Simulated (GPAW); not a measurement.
# CoO (P3m1) in GPAW: settings compared

The runs below take CoO through band structure, with PBEsol, LDA.

Program: GPAW 26.7.0. These are calculated values, not measurements. Logs are shortened: lines on timing, memory, paths and dates and some standing lists are left out, and cuts for length are marked. The log counts tension as positive stress, the text compression.

## 1. Starting point

Symmetry: P6_3mc, No. 186, hexagonal system. The conventional cell has a = 3.198 Å, b = 3.198 Å, c = 5.229 Å, α = 90.00°, β = 90.00°, γ = 120.00°. Around Co (site symmetry 3m) lie 4 O at 1.93 to 1.97 Å. Around O (site symmetry 3m) lie 4 Co at 1.93 to 1.97 Å.

Measurements of this composition are mostly on another form, of space group No. 225.

## 2. Band structure, PBEsol, collinear spin, ferromagnetic start

run.py

```python
from ase import Atoms
from ase.dft.bandgap import bandgap
from ase.io import write
from ase.units import GPa
from gpaw import GPAW, PW, setup_paths

setup_paths.insert(0, '.')

atoms = Atoms(['Co', 'Co', 'O', 'O'],
              cell=[[3.1976457435, 0.0, 0.0],
                    [-1.5988228718, 2.7692424462, 0.0],
                    [0.0, 0.0, 5.22870971]],
              scaled_positions=[[0.3333333333, 0.6666666667, 0.50336241],
                                [0.0, 0.0, 0.00347414],
                                [0.3333333333, 0.6666666667, 0.8715556],
                                [0.0, 0.0, 0.37160885]],
              pbc=True)
atoms.set_initial_magnetic_moments([2.0, 2.0, 0.0, 0.0])

calc = GPAW(mode=PW(800),
            xc='PBEsol',
            kpts={'size': (6, 6, 4), 'gamma': True},
            occupations={'name': 'fermi-dirac', 'width': 0.05},
            nbands=30,
            convergence={'density': 1e-05, 'energy': 1e-05},
            maxiter=150,
            txt='gpaw.txt')
atoms.calc = calc
energy = atoms.get_potential_energy()
forces = atoms.get_forces()
stress = atoms.get_stress()
calc.write('gs.gpw')
write('result.traj', atoms)
print(f'Energy: {energy:.6f} eV')
print('Forces (eV/A):')
print(forces.round(4))
print('Stress (GPa):', (stress / GPa).round(3))
print('Moments:', calc.get_magnetic_moments().round(3))
print('Fermi level:', round(calc.get_fermi_level(), 4), 'eV')
print(f'Gap: {bandgap(calc)[0]:.4f} eV, direct: {bandgap(calc, direct=True)[0]:.4f} eV')

path = atoms.cell.bandpath('GMKGALHA,LM,KH', npoints=60, eps=1e-4)
bs_calc = calc.fixed_density(kpts=path, symmetry='off', nbands=44,
                             convergence={'bands': 'CBM+6.0', 'eigenstates': 1e-6}, txt='bands.txt')
bs = bs_calc.band_structure()
bs.write('bs.json')
print(f'Gap on the path: {bandgap(bs_calc)[0]:.4f} eV')
```

Potentials or basis: PAW data sets generated in the run's folder for this functional, pw.

Launch:

```console
gpaw-setup -f PBEsol Co O
OMP_NUM_THREADS=1 python run.py
```

gpaw.txt:

```text
__  _  _
 | _ |_)|_||  |
 |__||  | ||/\| - 26.7.0

Input parameters:
  mode=PW(ecut=800.0),
  convergence={'density': 1e-05, 'energy': 1e-05},
  kpts=MonkhorstPack(size=(6, 6, 4), gamma=True),
  maxiter=150,
  nbands=30,
  occupations=Occupations(name='fermi-dirac', width=0.05),
  xc=XC(name='PBEsol')

Diagonalizing LCAO Hamiltonian
Converting LCAO to pw mode

         O

         Co

       O

       Co

Atoms  # Å, Bohr magnetons
|   | symbol |         x |        y |        z |    initial magnetic moments |
|---|--------|-----------|----------|----------|-----------------------------|
| 0 |     Co | -0.000000 | 1.846162 | 2.631936 | ( 0.0000,  0.0000,  2.0000) |
| 1 |     Co |  0.000000 | 0.000000 | 0.018165 | ( 0.0000,  0.0000,  2.0000) |
| 2 |      O | -0.000000 | 1.846162 | 4.557111 | ( 0.0000,  0.0000,  0.0000) |
| 3 |      O |  0.000000 | 0.000000 | 1.943035 | ( 0.0000,  0.0000,  0.0000) |

Unit cell  # Å
| periodic |         x |        y |        z |  lengths |     angles |
|----------|-----------|----------|----------|----------|------------|
|      yes |  3.197646 | 0.000000 | 0.000000 | 3.197646 |  90.000000 |
|      yes | -1.598823 | 2.769242 | 0.000000 | 3.197646 |  90.000000 |
|      yes |  0.000000 | 0.000000 | 5.228710 | 5.228710 | 120.000000 |

Number of symmetries: 6
Symmetry operations  # r_c * U_cc + t_c -> r_c
|   | kind |            matrix            |
|---|------|------------------------------|
| 0 |  σ   |  1, 1, 0,  0,-1, 0,  0, 0, 1 |
| 1 |  E   |  1, 0, 0,  0, 1, 0,  0, 0, 1 |
| 2 |  C3  |  0, 1, 0, -1,-1, 0,  0, 0, 1 |
| 3 |  σ   |  0,-1, 0, -1, 0, 0,  0, 0, 1 |
| 4 |  σ   | -1, 0, 0,  1, 1, 0,  0, 0, 1 |
| 5 |  C3  | -1,-1, 0,  1, 0, 0,  0, 0, 1 |

BZ-sampling:
  Number of BZ points: 144
  Number of IBZ points: 24

  Monkhorst-Pack size: [6, 6, 4]
  Monkhorst-Pack shift: [0.08333333333333333, 0.08333333333333333, 0.125]

K-points  # in reciprocal-cell coordinates
|     |                                coordinates |     weight |
|-----|--------------------------------------------|------------|
|   0 | (  0.00000000,   0.00000000,   0.00000000) | 0.00694444 |
|   1 | (  0.00000000,   0.00000000,   0.25000000) | 0.01388889 |
|   2 | (  0.00000000,   0.00000000,   0.50000000) | 0.00694444 |
|   3 | (  0.16666667,   0.00000000,  -0.25000000) | 0.04166667 |
|   4 | (  0.16666667,   0.00000000,   0.00000000) | 0.04166667 |
|   5 | (  0.16666667,   0.00000000,   0.25000000) | 0.04166667 |
|   6 | (  0.16666667,   0.00000000,   0.50000000) | 0.04166667 |
|   7 | (  0.33333333,  -0.16666667,   0.00000000) | 0.04166667 |
|   8 | (  0.33333333,  -0.16666667,   0.25000000) | 0.08333333 |
|   9 | (  0.33333333,  -0.16666667,   0.50000000) | 0.04166667 |
| ... |                                            |            |
|  23 | (  0.50000000,   0.50000000,   0.50000000) | 0.02083333 |

Plane wave coefficients: 2424
Cutoff: 800.0 eV

Spin-components: 2 (collinear spins)
Bands:           30
Projectors:      22
Spin-degeneracy: 1
Datatype:        complex128

Parallelization:
  kpt:    1
  domain: 1
  band:   1

Density:
  Valence electrons: 30.0
  Components: 2
  Grid points: [21 21 35]
  Charge: 0.0  # |e|

Potential:
  Grid points: [21 21 35]

species:
  Co:
    name:    Cobalt
    Z:       27.0
    valence: 9
    core:    18
    charge:  0.0  # [|e|]
    compensation charges:
      type: gauss
      rc: 0.32  # [Å]
      lmax: 2
    cutoffs:
      filter: 1.87  # [Å]
      core: 2.55  # [Å]
    projectors
    | kind |    occ | energy [eV] | rcut [Å] |
    |------|--------|-------------|----------|
    |   4s |  2.000 |      -5.488 |    1.005 |
    |   4p |  0.000 |      -1.248 |    1.058 |
    |   3d |  7.000 |      -8.230 |    1.005 |
    |    s |        |      21.723 |    1.005 |
    |    p |        |      25.963 |    1.058 |
    |    d |        |      18.981 |    1.005 |

    Using partial waves for Co as LCAO basis

  O:
    name:    Oxygen
    Z:       8.0
    valence: 6
    core:    2
    charge:  0.0  # [|e|]
    compensation charges:
      type: gauss
      rc: 0.21  # [Å]
      lmax: 2
    cutoffs:
      filter: 1.17  # [Å]
      core: 0.83  # [Å]
    projectors
    | kind |    occ | energy [eV] | rcut [Å] |
    |------|--------|-------------|----------|
    |   2s |  2.000 |     -23.808 |    0.688 |
    |   2p |  4.000 |      -8.972 |    0.598 |
    |    s |        |       3.404 |    0.688 |
    |    p |        |      18.239 |    0.598 |
    |    d |        |       0.000 |    0.619 |

    Using partial waves for O as LCAO basis

Reference energy: -79805.654857  # eV

eigensolver:
  PPCG
  Converge bands: occupied
  niter=2

density mixing:
  MSR1-Mixer
  Pratt-step length: 0.05
  Maximum mixing coefficient: 0.75
  Old densities: 10
  SVD Regularization: 0.005
  Good broyden scale: 1.0
  Trust region scale: 1.0
  Backstep threshold: 4.0
  History deletion threshold: 6.0
  Fourier metric: weight=20.0, sigma=0.015

occupation numbers:
  Fermi-Dirac:
    width: 0.0500  # eV

poisson solver:
  ecut: 6400.0  # eV

xc functional:
  name: PBEsol with 2 nearest neighbor stencil

convergence criteria:
- Maximum integral of absolute [dens]ity change: 1e-05 electrons / valence electron
- Maximum [total energy] change in last 3 cyles: 1e-05 eV / valence electron
- Maximum integral of absolute [eigenst]ate change: 4e-08 eV^2 / valence electron
maximum number of iterations: 150

SCF iterations
|iter     | |      energy | eigst |  dens |  magmom |
|---------|-|-------------|-------|-------|---------|
|iter:   1| |  -32.134571 | +0.04 |       |  +4.0029|
|iter:   2| |  -31.736407 | -1.83 | -0.82 |  +4.0785|
|iter:   3| |  -30.919414 | -1.60 | -0.87 |  +4.5370|
|iter:   4| |  -31.121638 | -2.54 | -1.31 |  +4.8198|
|iter:   5| |  -31.115468 | -2.62 | -1.11 |  +4.8529|
|iter:   6| |  -31.025865 | -2.77 | -1.13 |  +5.1241|
|iter:   7| |  -31.055886 | -2.95 | -1.61 |  +5.5092|
|iter:   8| |  -31.061972 | -3.73 | -1.97 |  +5.6466|
|iter:   9| |  -31.063315 | -3.84 | -2.33 |  +5.7191|
|iter:  10| |  -31.064104 | -4.45 | -2.64 |  +5.7674|
|iter:  11| |  -31.064148 | -5.67 | -2.99 |  +5.7624|
|iter:  12| |  -31.064350c| -5.84 | -3.15 |  +5.7660|
|iter:  13| |  -31.064462 | -6.32 | -3.44 |  +5.7667|
|iter:  14| |  -31.064535c| -6.76 | -3.85 |  +5.7672|
|iter:  15| |  -31.064564c| -7.44c| -4.20 |  +5.7677|
|iter:  16| |  -31.064564c| -8.20c| -4.22 |  +5.7674|
|iter:  17| |  -31.064570c| -7.55c| -4.27 |  +5.7676|
|iter:  18| |  -31.064572c| -8.55c| -5.22c|  +5.7676|

Converged in 18 steps
Energy contributions relative to reference atoms: (reference = -79805.654857)

Energy contributions:
  Kinetic:          47.336634
  Coulomb:         -43.453145
  Zero:              0.257495
  External:          0.000000
  Xc:              -35.184697
  Entropy:          -0.041718
  Spinorbit:         0.000000
  ----------------------------
  Free energy:     -31.085431
  Extrapolated:    -31.064572

dipole moment: (-10.663704, -14.096086, -12.497852)  # |e|*Ang

Total magnetic moment: (0.000000, 0.000000, 5.767646)

Local magnetic moments
|        x |        y |        z |
|----------|----------|----------|
| 0.000000 | 0.000000 | 2.409633 |  # Co   0
| 0.000000 | 0.000000 | 2.409840 |  # Co   1
| 0.000000 | 0.000000 | 0.243715 |  # O    2
| 0.000000 | 0.000000 | 0.243585 |  # O    3

Fermi level: 6.499
Eigenvalues  # (at kpt = [0.000, 0.000, 0.000])
| band index |      eig [eV] | occ [0-1] |      eig [eV] | occ [0-1] |
|------------|---------------|-----------|---------------|-----------|
|          0 |       -13.488 |     1.000 |       -12.932 |     1.000 |
|        ... |               |           |               |           |
|          6 |         0.739 |     1.000 |         1.803 |     1.000 |
|          7 |         0.739 |     1.000 |         1.803 |     1.000 |
|          8 |         3.834 |     1.000 |         5.755 |     1.000 |
|          9 |         3.891 |     1.000 |         5.755 |     1.000 |
|         10 |         3.891 |     1.000 |         6.361 |     0.940 |
|         11 |         4.203 |     1.000 |         6.361 |     0.940 |
[... 8 lines left out ...]
|         20 |        13.384 |     0.000 |        14.193 |     0.000 |
|         21 |        19.840 |     0.000 |        20.517 |     0.000 |
|        ... |               |           |               |           |
|         29 |        25.605 |     0.000 |        26.272 |     0.000 |

No gap
No difference between direct/indirect transitions

Forces  # eV/Ang
|        x |        y |        z |
|----------|----------|----------|
|  0.00000 | -0.00000 | -0.28858 |  # Co   0
|  0.00000 |  0.00000 | -0.29378 |  # Co   1
|  0.00000 | -0.00000 |  0.29117 |  # O    2
| -0.00000 |  0.00000 |  0.29123 |  # O    3

Stress tensor  # eV/Ang^3
|         x |         y |         z |
|-----------|-----------|-----------|
|  0.047255 |  0.000000 | -0.000000 |
|  0.000000 |  0.047255 | -0.000000 |
| -0.000000 | -0.000000 |  0.023675 |

# Writing to gs.gpw (mode='')
```

It took 5.5 min on 1 thread of Intel Xeon Platinum 8375C at 2.90GHz (Ice Lake), shared host; peak memory 0.5 GiB.

What came out:

```
Free energy             : -31.0854 eV
Pressure                : -6.3 GPa
Largest force           : 0.294 eV/Å
Band gap along the path : none (metal or under the smearing width)
Net moment              : 5.77 μB per cell
Site moments            : Co +2.41; O +0.24 μB
```

Forces in eV/Å, atoms in the order of the input:
```
Co   0.000  0.000 -0.289
Co   0.000  0.000 -0.294
O    0.000  0.000  0.291
O    0.000  0.000  0.291
```

Stress tensor (GPa, compression positive):
```
-7.57  0.00  0.00
 0.00 -7.57  0.00
 0.00  0.00 -3.79
```

Levels at the corners of the path, in eV from the Fermi level:
Spin up:
```tsv
point	band 16	band 17	band 18	band 19	band 20
Γ	-0.12	0.18	0.23	0.23	5.21
M	-1.72	-0.65	-0.54	5.46	5.84
K	-1.11	-1.07	-1.07	6.91	7.05
Γ	-0.12	0.18	0.23	0.23	5.21
A	-0.24	-0.24	-0.24	2.49	2.49
L	-1.18	-1.12	-1.12	5.23	5.23
H	-1.58	-1.09	-1.09	6.96	6.97
A	-0.24	-0.24	-0.24	2.49	2.49
L	-1.18	-1.12	-1.12	5.23	5.23
M	-1.72	-0.65	-0.54	5.46	5.84
K	-1.11	-1.07	-1.07	6.91	7.05
H	-1.58	-1.09	-1.09	6.96	6.97
```
Spin down:
```csv
point,band 8,band 9,band 10,band 11,band 12,band 13,band 14,band 15,band 16,band 17
Γ,-4.70,-0.74,-0.74,-0.14,-0.14,0.11,0.49,1.53,1.53,2.44
M,-4.50,-0.82,-0.70,-0.21,-0.05,0.08,0.15,0.70,0.71,1.53
K,-4.94,-0.80,-0.71,-0.71,-0.40,0.05,0.58,0.95,0.95,1.14
Γ,-4.70,-0.74,-0.74,-0.14,-0.14,0.11,0.49,1.53,1.53,2.44
A,-4.82,-0.39,-0.39,-0.39,-0.39,1.10,1.10,2.02,2.02,2.02
L,-4.66,-0.27,-0.27,-0.14,-0.14,0.01,0.01,1.20,1.20,1.25
H,-4.43,-0.62,-0.62,-0.14,-0.14,0.31,0.32,0.64,0.64,1.34
A,-4.82,-0.39,-0.39,-0.39,-0.39,1.10,1.10,2.02,2.02,2.02
L,-4.66,-0.27,-0.27,-0.14,-0.14,0.01,0.01,1.20,1.20,1.25
M,-4.50,-0.82,-0.70,-0.21,-0.05,0.08,0.15,0.70,0.71,1.53
K,-4.94,-0.80,-0.71,-0.71,-0.40,0.05,0.58,0.95,0.95,1.14
H,-4.43,-0.62,-0.62,-0.14,-0.14,0.31,0.32,0.64,0.64,1.34
```

Caveat: the k mesh is coarse (spacing up to 0.38 Å⁻¹), so the values aren't converged; semilocal functionals often make such compounds metallic where correlation or magnetic order opens a gap, which also shifts bond lengths.

## 3. Band structure, LDA, collinear spin, ferromagnetic start

run.py, as its differences from that of step 2:

```diff
@@ -4,5 +4,3 @@
 from ase.units import GPa
-from gpaw import GPAW, PW, setup_paths
-
-setup_paths.insert(0, '.')
+from gpaw import GPAW, PW
 
@@ -20,3 +18,3 @@
 calc = GPAW(mode=PW(800),
-            xc='PBEsol',
+            xc='LDA',
             kpts={'size': (6, 6, 4), 'gamma': True},
```

Potentials or basis: the program's PAW data sets (release 1.2.1) made for this functional, pw.

Launch:

```console
OMP_NUM_THREADS=1 python run.py
```

Run time: 5.9 min. Hardware: 1 thread of Intel Xeon Platinum 8375C at 2.90GHz (Ice Lake), shared host; peak memory 0.5 GiB.

Results (log left out):

```yaml
Free_energy: -32.7800 eV
Pressure: -14.4 GPa
Largest_force: 0.284 eV/Å
Band_gap_along_the_path: none (metal or under the smearing width)
Net_moment: 5.56 μB per cell
Site_moments: Co +2.33; O +0.24 μB
```

Forces on the atoms (eV/Å):
```
Co   0.000  0.000 -0.281
Co   0.000  0.000 -0.284
O    0.000  0.000  0.282
O    0.000  0.000  0.283
```

Stress tensor (GPa, compression positive):
```
-15.60   0.00   0.00
  0.00 -15.60   0.00
  0.00   0.00 -11.90
```

Levels at the corners of the path, in eV from the Fermi level:
Spin up:
```csv
point,band 15,band 16,band 17,band 18,band 19,band 20
Γ,-0.53,0.04,0.31,0.39,0.39,5.31
M,-1.73,-1.65,-0.58,-0.40,5.55,5.96
K,-1.73,-1.06,-1.00,-1.00,7.07,7.16
Γ,-0.53,0.04,0.31,0.39,0.39,5.31
A,-0.10,-0.10,-0.10,-0.10,2.61,2.61
L,-1.06,-1.05,-0.99,-0.99,5.36,5.37
H,-1.55,-1.55,-0.95,-0.95,7.09,7.10
A,-0.10,-0.10,-0.10,-0.10,2.61,2.61
L,-1.06,-1.05,-0.99,-0.99,5.36,5.37
M,-1.73,-1.65,-0.58,-0.40,5.55,5.96
K,-1.73,-1.06,-1.00,-1.00,7.07,7.16
H,-1.55,-1.55,-0.95,-0.95,7.09,7.10
```
Spin down:
```
point  band 8  band 9  band 10  band 11  band 12  band 13  band 14  band 15  band 16  band 17
    Γ   -4.71   -0.67    -0.67    -0.11    -0.11    -0.10     0.57     1.39     1.39     2.26
    M   -4.49   -0.86    -0.81    -0.16    -0.02    -0.02     0.02     0.51     0.58     1.43
    K   -4.93   -0.94    -0.77    -0.77    -0.50     0.08     0.58     0.74     0.74     1.06
    Γ   -4.71   -0.67    -0.67    -0.11    -0.11    -0.10     0.57     1.39     1.39     2.26
    A   -4.85   -0.34    -0.34    -0.34    -0.34     0.94     0.95     1.85     1.85     1.85
    L   -4.66   -0.38    -0.38    -0.09    -0.09    -0.01    -0.01     1.00     1.01     1.08
    H   -4.44   -0.75    -0.75    -0.11    -0.11     0.33     0.34     0.45     0.45     1.16
    A   -4.85   -0.34    -0.34    -0.34    -0.34     0.94     0.95     1.85     1.85     1.85
    L   -4.66   -0.38    -0.38    -0.09    -0.09    -0.01    -0.01     1.00     1.01     1.08
    M   -4.49   -0.86    -0.81    -0.16    -0.02    -0.02     0.02     0.51     0.58     1.43
    K   -4.93   -0.94    -0.77    -0.77    -0.50     0.08     0.58     0.74     0.74     1.06
    H   -4.44   -0.75    -0.75    -0.11    -0.11     0.33     0.34     0.45     0.45     1.16
```

Caveat: the k mesh is coarse (spacing up to 0.38 Å⁻¹), so the values aren't converged; semilocal functionals often make such compounds metallic where correlation or magnetic order opens a gap, which also shifts bond lengths.

## 4. The reference run

An earlier run on the cell as given: functional PBEsol; potentials or basis PAW data sets generated in the run's folder for this functional; cutoff 800 eV; basis pw; k mesh 10 × 10 × 5; occupations fermi-dirac, width 0.05 eV; collinear spin, ferromagnetic start; starting moments [2.0, 2.0, 0.0, 0.0] μB.

* Pressure: -6.2 GPa
* Largest force: 0.277 eV/Å
* Band gap on the k mesh: none (metal or under the smearing width)
* Net moment: 5.80 μB per cell
* Site moments: Co +2.42; O +0.25 μB

## 5. Overview

```tsv
task	level	potentials or basis	k mesh	band path	band points	mesh quality	pressure (GPa)	moment (μB)	largest force (eV/Å)
band structure	PBEsol	PAW data sets generated in the run's folder for this functional, pw	6 × 6 × 4	GMKGALHA,LM,KH	60	coarse	-6.3	5.77	0.29
band structure	LDA	the program's PAW data sets (release 1.2.1) made for this functional, pw	6 × 6 × 4	GMKGALHA,LM,KH	60	coarse	-14.4	5.56	0.28
single point	PBEsol	PAW data sets generated in the run's folder for this functional, pw	10 × 10 × 5	-	-	not flagged	-6.2	5.80	0.28
```

Alike in all rows: spin collinear, ferromagnetic start; cell as given; cutoff (eV) 800; smearing fermi-dirac 0.05 eV.

Caveats: some runs use coarse meshes; semilocal functionals often make such compounds metallic where correlation or magnetic order opens a gap, which also shifts bond lengths.

Total energies depend on the potentials used, so only differences within one code and one set of settings carry meaning.
